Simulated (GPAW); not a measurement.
# Ge (Cmmm) in GPAW: equation of state

Aim: energy against volume of Ge in PBEsol, for its equilibrium volume and stiffness.

Program: GPAW 26.7.0. These are calculated values, not measurements. Logs are shortened: lines on timing, memory, paths and dates and some standing lists are left out, and cuts for length are marked. The log counts tension as positive stress, the text compression.

## 1. Starting point

The structure is orthorhombic, space group Cmmm (No. 65). Conventional cell: a = 2.794 Å, b = 5.201 Å, c = 2.698 Å, α = 90.00°, β = 90.00°, γ = 90.00°. Ge (site symmetry mmm) has 8 Ge at 2.70 to 2.95 Å as nearest neighbours.

This isn't the form of Ge at room conditions, which is diamond.

## 2. Equation of state, PBEsol

File run.py:

```python
from ase import Atoms
from ase.eos import EquationOfState
from ase.io import Trajectory
from ase.units import GPa
from gpaw import GPAW, PW, setup_paths

setup_paths.insert(0, '.')

atoms = Atoms(['Ge'],
              cell=[[1.397149, -2.600516, 0.0],
                    [1.397149, 2.600516, 0.0],
                    [0.0, 0.0, 2.698231]],
              scaled_positions=[[0.5, 0.5, 0.0]],
              pbc=True)

traj = Trajectory('eos.traj', 'w')
volumes, energies = [], []
for x in [0.94, 0.96, 0.98, 1.0, 1.02, 1.04, 1.06]:
    a = atoms.copy()
    a.set_cell(atoms.cell * x**(1 / 3), scale_atoms=True)
    calc = GPAW(mode=PW(600),
                xc='PBEsol',
                kpts={'size': (11, 11, 10), 'gamma': True},
                occupations={'name': 'fermi-dirac', 'width': 0.05},
                nbands=8,
                convergence={'density': 1e-05, 'energy': 1e-05},
                maxiter=150,
                txt=f'eos-{x:.2f}.txt')
    a.calc = calc
    energies.append(a.get_potential_energy(force_consistent=True))
    volumes.append(a.get_volume())
    p = -a.get_stress()[:3].mean() / GPa
    calc.write(f'eos-{x:.2f}.gpw')
    traj.write(a)
    print(f'{x:.2f} {volumes[-1]:10.4f} A^3 {energies[-1]:14.6f} eV {p:9.3f} GPa', flush=True)

v0, e0, B = EquationOfState(volumes, energies, eos='birchmurnaghan').fit()
print(f'V0 = {v0:.4f} A^3, E0 = {e0:.6f} eV, B0 = {B / GPa:.2f} GPa')
```

Potentials or basis: PAW data sets generated in the run's folder for this functional, pw.

The run is started by

```console
$ gpaw-setup -f PBEsol Ge
$ OMP_NUM_THREADS=1 python run.py
```

What it wrote:

```text
__  _  _
 | _ |_)|_||  |
 |__||  | ||/\| - 26.7.0

Input parameters:
  mode=PW(ecut=600.0),
  convergence={'density': 1e-05, 'energy': 1e-05},
  kpts=MonkhorstPack(size=(11, 11, 10), gamma=True),
  maxiter=150,
  nbands=8,
  occupations=Occupations(name='fermi-dirac', width=0.05),
  xc=XC(name='PBEsol')

Diagonalizing LCAO Hamiltonian
Converting LCAO to pw mode

       Ge

Atoms  # Å, Bohr magnetons
|   | symbol |        x |         y |        z |    initial magnetic moments |
|---|--------|----------|-----------|----------|-----------------------------|
| 0 |     Ge | 1.368628 | -0.000000 | 0.000000 | ( 0.0000,  0.0000,  0.0000) |

Unit cell  # Å
| periodic |        x |         y |        z |  lengths |     angles |
|----------|----------|-----------|----------|----------|------------|
|      yes | 1.368628 | -2.547429 | 0.000000 | 2.891805 |  90.000000 |
|      yes | 1.368628 |  2.547429 | 0.000000 | 2.891805 |  90.000000 |
|      yes | 0.000000 |  0.000000 | 2.643150 | 2.643150 | 123.505425 |

Number of symmetries: 8
Symmetry operations  # r_c * U_cc + t_c -> r_c
|   | kind |            matrix            |
|---|------|------------------------------|
| 0 |  E   |  1, 0, 0,  0, 1, 0,  0, 0, 1 |
| 1 |  σ   |  1, 0, 0,  0, 1, 0,  0, 0,-1 |
| 2 |  σ   |  0, 1, 0,  1, 0, 0,  0, 0, 1 |
| 3 |  C2  |  0, 1, 0,  1, 0, 0,  0, 0,-1 |
| 4 |  σ   |  0,-1, 0, -1, 0, 0,  0, 0, 1 |
| 5 |  C2  |  0,-1, 0, -1, 0, 0,  0, 0,-1 |
| 6 |  C2  | -1, 0, 0,  0,-1, 0,  0, 0, 1 |
| 7 |  i   | -1, 0, 0,  0,-1, 0,  0, 0,-1 |

BZ-sampling:
  Number of BZ points: 1210
  Number of IBZ points: 216

  Monkhorst-Pack size: [11, 11, 10]
  Monkhorst-Pack shift: [0.0, 0.0, 0.05]

K-points  # in reciprocal-cell coordinates
|     |                                coordinates |     weight |
|-----|--------------------------------------------|------------|
|   0 | (  0.00000000,   0.00000000,   0.00000000) | 0.00082645 |
|   1 | (  0.00000000,   0.00000000,   0.10000000) | 0.00165289 |
|   2 | (  0.00000000,   0.00000000,   0.20000000) | 0.00165289 |
|   3 | (  0.00000000,   0.00000000,   0.30000000) | 0.00165289 |
|   4 | (  0.00000000,   0.00000000,   0.40000000) | 0.00165289 |
|   5 | (  0.00000000,   0.00000000,   0.50000000) | 0.00082645 |
|   6 | (  0.09090909,  -0.09090909,   0.00000000) | 0.00165289 |
|   7 | (  0.09090909,  -0.09090909,   0.10000000) | 0.00330579 |
|   8 | (  0.09090909,  -0.09090909,   0.20000000) | 0.00330579 |
|   9 | (  0.09090909,  -0.09090909,   0.30000000) | 0.00330579 |
| ... |                                            |            |
| 215 | (  0.45454545,   0.45454545,   0.50000000) | 0.00165289 |

Plane wave coefficients: 632
Cutoff: 600.0 eV

Spin-components: 1 (collinear spins)
Bands:           8
Projectors:      5
Spin-degeneracy: 2
Datatype:        complex128

Parallelization:
  kpt:    1
  domain: 1
  band:   1

Density:
  Valence electrons: 4.0
  Components: 1
  Grid points: [18 18 15]
  Charge: 0.0  # |e|

Potential:
  Grid points: [18 18 15]

species:
  Ge:
    name:    Germanium
    Z:       32.0
    valence: 4
    core:    28
    charge:  0.0  # [|e|]
    compensation charges:
      type: gauss
      rc: 0.32  # [Å]
      lmax: 2
    cutoffs:
      filter: 1.77  # [Å]
      core: 3.42  # [Å]
    projectors
    | kind |    occ | energy [eV] | rcut [Å] |
    |------|--------|-------------|----------|
    |   4s |  2.000 |     -11.738 |    1.005 |
    |   4p |  2.000 |      -3.898 |    1.005 |
    |    s |        |      15.473 |    1.005 |
    |    p |        |      23.314 |    1.005 |
    |    d |        |       0.000 |    1.005 |

    Using partial waves for Ge as LCAO basis

Reference energy: -57055.759938  # eV

eigensolver:
[... 26 lines left out ...]
convergence criteria:
- Maximum integral of absolute [dens]ity change: 1e-05 electrons / valence electron
- Maximum [total energy] change in last 3 cyles: 1e-05 eV / valence electron
- Maximum integral of absolute [eigenst]ate change: 4e-08 eV^2 / valence electron
maximum number of iterations: 150

SCF iterations
|iter     | |      energy | eigst |  dens |
|---------|-|-------------|-------|-------|
|iter:   1| |   -4.758182 | -0.72 |       |
|iter:   2| |   -4.757501 | -3.18 | -1.21 |
|iter:   3| |   -4.749499 | -3.48 | -1.23 |
|iter:   4| |   -4.749062 | -4.27 | -1.78 |
|iter:   5| |   -4.749050 | -5.58 | -2.70 |
|iter:   6| |   -4.749050c| -7.55c| -3.96 |
|iter:   7| |   -4.749049c| -8.26c| -4.60 |
|iter:   8| |   -4.749049c| -9.48c| -5.28c|

Converged in 8 steps
Energy contributions relative to reference atoms: (reference = -57055.759938)

Energy contributions:
  Kinetic:           9.028729
  Coulomb:          -7.908915
  Zero:             -0.004582
  External:          0.000000
  Xc:               -5.862452
  Entropy:          -0.003657
  Spinorbit:         0.000000
  ----------------------------
  Free energy:      -4.750878
  Extrapolated:     -4.749049

dipole moment: (0.000085, 0.000000, -8.653703)  # |e|*Ang

Fermi level: 7.912
Eigenvalues  # (at kpt = [0.000, 0.000, 0.000])
| band index |      eig [eV] | occ [0-2] |
|------------|---------------|-----------|
|          0 |        -5.428 |     2.000 |
|          1 |        14.979 |     0.000 |
|          2 |        15.548 |     0.000 |
|          3 |        17.171 |     0.000 |
|          4 |        18.227 |     0.000 |
|          5 |        20.611 |     0.000 |
|          6 |        22.924 |     0.000 |
|          7 |        23.453 |     0.000 |

No gap
No difference between direct/indirect transitions

Stress tensor  # eV/Ang^3
|         x |        y |         z |
|-----------|----------|-----------|
| -0.009745 | 0.000000 |  0.000000 |
|  0.000000 | 0.012674 |  0.000000 |
|  0.000000 | 0.000000 | -0.001934 |

# Writing to eos-0.94.gpw (mode='')
```

Run time: 96 s. Hardware: 1 thread of Arm Neoverse V2, shared host; peak memory 0.18 GiB.

Results:

```
Equilibrium volume                        : 18.43 Å³/atom (rough: see the caveat)
Bulk modulus at fixed shape and positions : 78 GPa (rough)
```

Energy against volume, from the lowest point:
```
volume (Å³/atom)  energy (meV/atom)
          18.431               0.00
          18.823               1.99
          19.215               7.59
          19.607              16.40
          19.999              28.07
          20.391              42.26
          20.783              58.69
```

Caveat: the minimum lies outside the volumes run; the cell was scaled at fixed shape and fractional positions, which overstates the stiffness of a crystal with free parameters, most of all of layers and chains.
